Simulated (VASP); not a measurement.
Set up this calculation in VASP 6.6.1, as the native input.

```yaml
Task: relaxation of the atoms
Functional: PBE
Potentials_or_basis: VASP PAW PBE potentials, release 64 (In, P)
Cutoff: 300 eV
k_mesh: 4 × 4 × 4
Occupations: gaussian, width 0.03 eV
Spin: no spin polarisation
Further_INCAR_settings: ALGO = Normal; EDIFF = 1e-07; IBRION = 2; EDIFFG = -0.01; NSW = 40
```

The structure of InP lies in POSCAR:

```
InP                                     
1.0
    0.0000000000      2.9392540154      2.9392540154
    2.9392540154      0.0000000000      2.9392540154
    2.9392540154      2.9392540154      0.0000000000
  In              P             
     1     1
Direct
     0.0000000000000000    0.0000000000000000    0.0000000000000000
     0.2500000000000000    0.2500000000000000    0.2500000000000000
```

The cell isn't the ideal one: a relaxed cell with its volume scaled by 0.94.

The input as run:

INCAR

```
  PREC = Accurate
  ENCUT = 300
  EDIFF = 1E-7
  ISMEAR = 0
  SIGMA = 0.03
  LREAL = F
  LASPH = T
  NELM = 80
  ALGO = Normal
  ISIF = 2
  LWAVE = F
  LCHARG = F
  GGA = PE
  IBRION = 2
  NSW = 40
  EDIFFG = -0.01
```

KPOINTS

```
regular mesh
0
Gamma
  4 4 4
```

Potentials or basis: VASP PAW PBE potentials, release 64 (In, P).

Launch:

```sh
$ cat potpaw_PBE.64/In/POTCAR potpaw_PBE.64/P/POTCAR > POTCAR
$ mpirun -np 1 vasp_std > vasp.out
```

It gave:

The pressure after relaxing is 4.5 GPa and the band gap on the k mesh is 0.70 eV, direct.

Caveat: the k mesh is coarse (spacing up to 0.46 Å⁻¹), so the values aren't converged; the cutoff is under 1.25 times the usual one of these potentials, so pressure, stress and relaxed cells hold a basis-set (Pulay) error; the relaxation stopped at its first step, so nothing moved; spin-orbit coupling is left out, which moves the levels of the heavy elements.

It took 2 s on 1 thread of Intel(R) Xeon(R) 6975P-C (Granite Rapids), with other jobs on the host, peak memory 0.13 GiB.
